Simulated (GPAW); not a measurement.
A run of GPAW 26.7.0:

Contents of run.py:

```python
from ase.calculators.mixing import SumCalculator
from ase.filters import FrechetCellFilter
from ase.io import read, write
from ase.optimize import FIRE
from dftd4.ase import DFTD4
from gpaw import GPAW, PW

atoms = read('Hf.xyz')

calc = GPAW(mode=PW(600),
            xc='revPBE',
            kpts={'size': (10, 10, 5), 'gamma': True},
            occupations={'name': 'fermi-dirac', 'width': 0.05},
            nbands=24,
            convergence={'density': 1e-05, 'forces': 0.0001},
            maxiter=150,
            txt='gpaw.txt')
atoms.calc = SumCalculator([calc, DFTD4(method='revpbe')])
opt = FIRE(FrechetCellFilter(atoms), trajectory='relax.traj', logfile='-')
done = opt.run(fmax=0.02, steps=40)
calc.write('gs.gpw')
write('result.traj', atoms)
print('Converged:', done)
print('Cell:', atoms.cell.cellpar().round(4))
print('Volume:', round(atoms.get_volume(), 4))
print(atoms.get_scaled_positions().round(5))
```

File Hf.xyz:

```xyz
2
Lattice="3.1967000000 0.0000000000 0.0000000000 -1.5983500000 2.7684234083 0.0000000000 0.0000000000 0.0000000000 5.0578000000" Properties=species:S:1:pos:R:3 pbc="T T T"
Hf     1.5983500002      0.9228078027      3.7933500000
Hf    -0.0000000002      1.8456156056      1.2644500000
```

Potentials or basis: the program's PAW data sets (release 1.2.1) made for this functional, pw.

The run is started by

```sh
$ OMP_NUM_THREADS=1 python run.py
```

Hardware: 1 thread of Arm Neoverse V1, on a shared host.

Question: Estimate the wall time of this run.

Answer: Run time: 3.1 min on 1 thread of Arm Neoverse V1, with other jobs on the host, peak memory 0.32 GiB. Counts: scf iterations 60, plane waves 1518, bands 24, k points 58, ion steps 9.
